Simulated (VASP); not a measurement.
# MgS (F-43m) in VASP: single point with PBEsol

Aim: the single point of MgS with PBEsol.

Everything below comes from runs of VASP 6.6.1. Logs are shortened: lines on timing, memory, paths and dates and some standing lists are left out, and cuts for length are marked.

### 1 Starting point

The structure is cubic, space group F-43m (No. 216). Conventional cell: a = 5.666 Å, b = 5.666 Å, c = 5.666 Å, α = 90.00°, β = 90.00°, γ = 90.00°. Mg (site symmetry -43m) is surrounded by 4 S at 2.45 Å. Around S (site symmetry -43m) lie 4 Mg at 2.45 Å.

The cell comes from a database or a generator and needn't be the stable form of this composition.

### 2 Single point, PBEsol

Input file INCAR:

```
SYSTEM = MgS
  PREC = Accurate
  ENCUT = 520
  EDIFF = 1E-7
  ISMEAR = 0
  SIGMA = 0.05
  LREAL = .FALSE.
  LASPH = .TRUE.
  NELM = 100
  ALGO = Fast
  ISIF = 2
  LWAVE = .FALSE.
  LCHARG = .FALSE.
  GGA = PS
  NBANDS = 11
```

Input file KPOINTS:

```
regular mesh
0
G
  8 8 8
  0 0 0
```

Input file POSCAR:

```
MgS
1.0
    0.0000000000      2.8331200468      2.8331200468
    2.8331200468      0.0000000000      2.8331200468
    2.8331200468      2.8331200468      0.0000000000
Mg S
1 1
Direct
    0.0000000000      0.0000000000      0.0000000000
    0.7500000000      0.7500000000      0.7500000000
```

Potentials or basis: VASP PAW PBE potentials, release 64 (Mg, S).

Launch:

```bash
$ cat potpaw_PBE.64/Mg/POTCAR potpaw_PBE.64/S/POTCAR > POTCAR
$ mpirun -np 1 vasp_std > vasp.out
```

OUTCAR:

```text
SYSTEM = MgS
   PREC = Accurate
   ENCUT = 520
   EDIFF = 1E-7
   ISMEAR = 0
   LREAL = .FALSE.
   LASPH = .TRUE.
   NELM = 100
   ISIF = 2
   GGA = PS

 ion  position               nearest neighbor table
   1  0.000  0.000  0.000-   2 2.45   2 2.45   2 2.45   2 2.45
   2  0.750  0.750  0.750-   1 2.45   1 2.45   1 2.45   1 2.45

  LATTYP: Found a face centered cubic cell.
 ALAT       =     5.6662400936

  Lattice vectors:

 A1 = (   0.0000000000,   2.8331200468,   2.8331200468)
 A2 = (   2.8331200468,   0.0000000000,   2.8331200468)
 A3 = (   2.8331200468,   2.8331200468,   0.0000000000)

Analysis of symmetry for initial positions (statically):
=====================================================================
 Subroutine PRICEL returns:
 Original cell was already a primitive cell.

 Routine SETGRP: Setting up the symmetry group for a
 face centered cubic supercell.

 Subroutine GETGRP returns: Found 24 space group operations
 (whereof 24 operations were pure point group operations)
 out of a pool of 48 trial point group operations.

The static configuration has the point symmetry T_d .

Analysis of symmetry for dynamics (positions and initial velocities):
=====================================================================
 Subroutine PRICEL returns:
 Original cell was already a primitive cell.

 Routine SETGRP: Setting up the symmetry group for a
 face centered cubic supercell.

 Subroutine GETGRP returns: Found 24 space group operations
 (whereof 24 operations were pure point group operations)
 out of a pool of 48 trial point group operations.

The dynamic configuration has the point symmetry T_d .

 Subroutine INISYM returns: Found 24 space group operations
 (whereof 24 operations are pure point group operations),
 and found     1 'primitive' translations

----------------------------------------------------------------------------------------

                                     Primitive cell

  volume of cell :      45.4805

  direct lattice vectors                    reciprocal lattice vectors
     0.000000000  2.833120047  2.833120047    -0.176483874  0.176483874  0.176483874
     2.833120047  0.000000000  2.833120047     0.176483874 -0.176483874  0.176483874
     2.833120047  2.833120047  0.000000000     0.176483874  0.176483874 -0.176483874

  length of vectors
     4.006636794  4.006636794  4.006636794     0.305679036  0.305679036  0.305679036

  position of ions in fractional coordinates (direct lattice)
     0.000000000  0.000000000  0.000000000
     0.750000000  0.750000000  0.750000000

  ion indices of the primitive-cell ions
   primitive index   ion index
                 1           1
                 2           2

----------------------------------------------------------------------------------------

 KPOINTS: regular mesh

Automatic generation of k-mesh.
 Grid dimensions read from file:
 generate k-points for:    8    8    8

 Generating k-lattice:

  Cartesian coordinates                     Fractional coordinates (reciprocal lattice)
    -0.022060484  0.022060484  0.022060484     0.125000000  0.000000000  0.000000000
     0.022060484 -0.022060484  0.022060484     0.000000000  0.125000000  0.000000000
     0.022060484  0.022060484 -0.022060484     0.000000000  0.000000000  0.125000000

  Length of vectors
     0.038209879  0.038209879  0.038209879

  Shift w.r.t. Gamma in fractional coordinates (k-lattice)
     0.000000000  0.000000000  0.000000000

 Subroutine IBZKPT returns following result:
 ===========================================

 Found     29 irreducible k-points:

 Following reciprocal coordinates:
            Coordinates               Weight
  0.000000  0.000000  0.000000      1.000000
  0.125000  0.000000  0.000000      8.000000
  0.250000  0.000000  0.000000      8.000000
  0.375000  0.000000  0.000000      8.000000
  0.500000  0.000000  0.000000      4.000000
  0.125000  0.125000  0.000000      6.000000
[... 16 lines left out ...]
  0.500000  0.250000  0.125000     48.000000
 -0.375000  0.250000  0.125000     24.000000
 [... further k-points ...]
   k-points           NKPTS =     29   k-points in BZ     NKDIM =     29   number of bands    NBANDS=     11
   number of dos      NEDOS =    301   number of ions     NIONS =      2
   total plane-waves  NPLWV =  27000
   dimension x,y,z NGX =    30 NGY =   30 NGZ =   30
   dimension x,y,z NGXF=    60 NGYF=   60 NGZF=   60
   ions per type =               1   1
   NGX,Y,Z   is equivalent  to a cutoff of  12.45, 12.45, 12.45 a.u.
   NGXF,Y,Z  is equivalent  to a cutoff of  24.90, 24.90, 24.90 a.u.
 SYSTEM =  MgS
   PREC   = accura    normal or accurate (medium, high low for compatibility)
   ISTART =      0    job   : 0-new  1-cont  2-samecut
   ICHARG =      2    charge: 1-file 2-atom 10-const
   ISPIN  =      1    spin polarized calculation?
   LNONCOLLINEAR =      F non collinear calculations
   LSORBIT =      F    spin-orbit coupling
   LASPH  =      T    aspherical Exc in radial PAW
   ENCUT  =  520.0 eV  38.22 Ry    6.18 a.u.   7.45  7.45  7.45*2*pi/ulx,y,z
   NELM   =    100;   NELMIN=  2; NELMDL= -5     # of ELM steps
   EDIFF  = 0.1E-06   stopping-criterion for ELM
   LREAL  =      F    real-space projection
   EDIFFG = 0.1E-05   stopping-criterion for IOM
   NSW    =      0    number of steps for IOM
   IBRION =     -1    ionic relax: 0-MD 1-quasi-New 2-CG
   NFREE  =      0    steps in history (QN), initial steepest desc. (CG)
   ISIF   =      2    stress and relaxation
   ISYM   =      2    0-nonsym 1-usesym 2-fastsym
   POTIM  = 0.5000    time-step for ionic-motion
   TEBEG  =    0.0;   TEEND  =   0.0 temperature during run
   PSTRESS=    0.0 pullay stress
   NELECT =       8.0000    total number of electrons
   NUPDOWN=      -1.0000    fix difference up-down
   EMIN   =  10.00;   EMAX   =-10.00  energy-range for DOS
   EFERMI =   0.00;   METHOD = LEGACY
   ISMEAR =     0;   SIGMA  =   0.05  broadening in eV -4-tet -1-fermi 0-gaus
   EFERMI_NEDOS =   21; number of points for ismear=-14 and -15
   IALGO  =     68    algorithm
   IMIX   =      4    mixing-type and parameters
     AMIX     =   0.40;   BMIX     =  1.00
     AMIX_MAG =   1.60;   BMIX_MAG =  1.00
  volume/ion in A,a.u.               =      22.74       153.46
  Fermi-wavevector in a.u.,A,eV,Ry     =   0.917269  1.733386 11.447692  0.841382
  Thomas-Fermi vector in A             =   2.042218
   LORBIT       =      0    0 simple, 1 ext, 2 COOP (PROOUT), +10 PAW based schemes
   GGA     = PS    functional components
   LHFCALC =     F    Hartree Fock is set to
   AEXX    =    0.0000 exact exchange contribution
   IVDW    =     0    specifies the selected vdW correction
   LEPSILON=     F    determine dielectric tensor
   LRPA    =     F    only Hartree local field effects (RPA)
 non-spin polarized calculation
 RMM-DIIS sequential band-by-band and
 Gauss-broadening in eV      SIGMA  =   0.05
  energy-cutoff  :      520.00
  volume of cell :       45.48
 maximum number of plane-waves:      1243
 NGX is ok and might be reduce to    30
   NGX = 15   NGY = 15   NGZ = 15

 number of electron       8.0000001 magnetization

 Free energy of the ion-electron system (eV)
  ---------------------------------------------------
  ext. energy  EPLUGINS =         0.00000000
  ---------------------------------------------------
  free energy    TOTEN  =        -8.91697810 eV

  energy without entropy =       -8.91697810  energy(sigma->0) =       -8.91697810

 E-fermi :   1.2102     XC(G=0):  -8.5679

 val. band max:        0.9865832865   @ k =   0.0000   0.0000   0.0000
 cond. band min:       4.2715841230   @ k =   0.0000   0.0000   0.0000
 fundamental gap:      3.2850008364
 Fermi energy:         1.2102176681

 k-point     1 :       0.0000    0.0000    0.0000
  band No.  band energies     occupation
      1     -10.2749      2.00000
      2       0.9866      2.00000
      3       0.9866      2.00000
      4       0.9866      2.00000
      5       4.2716      0.00000
      6       8.8535      0.00000
      7       8.8535      0.00000
      8       8.8535      0.00000
      9      11.7654      0.00000
     10      11.7654      0.00000
     11      14.5153      0.00000

 k-point     2 :       0.1250    0.0000    0.0000
  band No.  band energies     occupation
      1     -10.1866      2.00000
      2       0.2865      2.00000
      3       0.9328      2.00000
      4       0.9328      2.00000
      5       4.9467      0.00000
      6       8.6565      0.00000
      7       9.0311      0.00000
      8       9.0311      0.00000
      9      11.2850      0.00000
     10      11.2850      0.00000
     11      13.8893      0.00000

 k-point     3 :       0.2500    0.0000    0.0000
  band No.  band energies     occupation
      1      -9.9578      2.00000
      2      -0.9007      2.00000
      3       0.8113      2.00000
      4       0.8113      2.00000
      5       5.8128      0.00000
      6       8.6643      0.00000
      7       9.0611      0.00000
      8       9.0611      0.00000
      9      11.3313      0.00000
     10      11.3313      0.00000
     11      13.0282      0.00000
[... 267 lines left out ...]
 k-point    23 :       0.5000    0.2500    0.1250
  band No.  band energies     occupation
      1      -9.5679      2.00000
      2      -1.6120      2.00000
      3      -0.2247      2.00000
      4       0.4260      2.00000
      5       6.8261      0.00000
      6       7.6455      0.00000
      7       8.7829      0.00000
      8       9.9414      0.00000
      9      11.7507      0.00000
     10      14.3668      0.00000
     11      14.9692      0.00000

 k-point    24 :      -0.3750    0.2500    0.1250
  band No.  band energies     occupation
      1      -9.4732      2.00000
      2      -1.8300      2.00000
      3      -0.3304      2.00000
      4       0.3300      2.00000
      5       6.9085      0.00000
      6       7.3554      0.00000
      7       9.6251      0.00000
      8       9.7418      0.00000
      9      12.2826      0.00000
     10      13.7006      0.00000
     11      15.1117      0.00000

 [... further k-points ...]

------------------------ aborting loop because EDIFF is reached ----------------------------------------

  FORCE on cell =-STRESS in cart. coord.  units (eV):
  Direction    XX          YY          ZZ          XY          YZ          ZX
  --------------------------------------------------------------------------------------
  -------------------------------------------------------------------------------------
  Total       -0.1492025     -0.1492025     -0.1492025      0.0000000      0.0000000      0.0000000
  in kB       -5.2560779     -5.2560779     -5.2560779      0.0000000      0.0000000      0.0000000
  external PRESSURE =      -5.2560779 kB  Pullay stress =       0.0000000 kB

 VOLUME and BASIS-vectors are now :
 -----------------------------------------------------------------------------
  energy-cutoff  :      520.00
  volume of cell :       45.48
      direct lattice vectors                 reciprocal lattice vectors
     0.000000000  2.833120047  2.833120047    -0.176483874  0.176483874  0.176483874
     2.833120047  0.000000000  2.833120047     0.176483874 -0.176483874  0.176483874
     2.833120047  2.833120047  0.000000000     0.176483874  0.176483874 -0.176483874

 POSITION                                       TOTAL-FORCE (eV/Angst)
 -----------------------------------------------------------------------------------
      0.00000      0.00000      0.00000         0.000000      0.000000      0.000000
      4.24968      4.24968      4.24968        -0.000000     -0.000000     -0.000000
 -----------------------------------------------------------------------------------
    total drift:                               -0.000000     -0.000000     -0.000000

  FREE ENERGIE OF THE ION-ELECTRON SYSTEM (eV)
  ---------------------------------------------------
  free  energy   TOTEN  =        -8.9169780963 eV

  energy  without entropy=       -8.9169780963  energy(sigma->0) =       -8.91697810
```

It took 26 s on 1 thread of AMD EPYC 7R43 (Zen 3), shared host; peak memory 0.12 GiB.

Results:

```
Free energy            : -8.9170 eV
Pressure               : -0.5 GPa
Band gap on the k mesh : 3.29 eV, direct
```

Levels at points of the mesh, in eV from the valence-band top:
```tsv
k point	band 1	band 2	band 3	band 4	band 5	band 6	band 7	band 8
(0.00, 0.00, 0.00)	-11.26	0.00	0.00	0.00	3.29	7.87	7.87	7.87
(0.50, 0.00, 0.00)	-10.57	-3.18	-0.33	-0.33	4.99	7.54	7.54	8.41
(0.50, 0.50, 0.00)	-10.35	-2.85	-1.05	-1.05	3.71	5.54	11.01	12.14
```

Caveat: the PAW data sets were made with another functional, which shifts forces and pressure a little. A k mesh can miss the band edges.
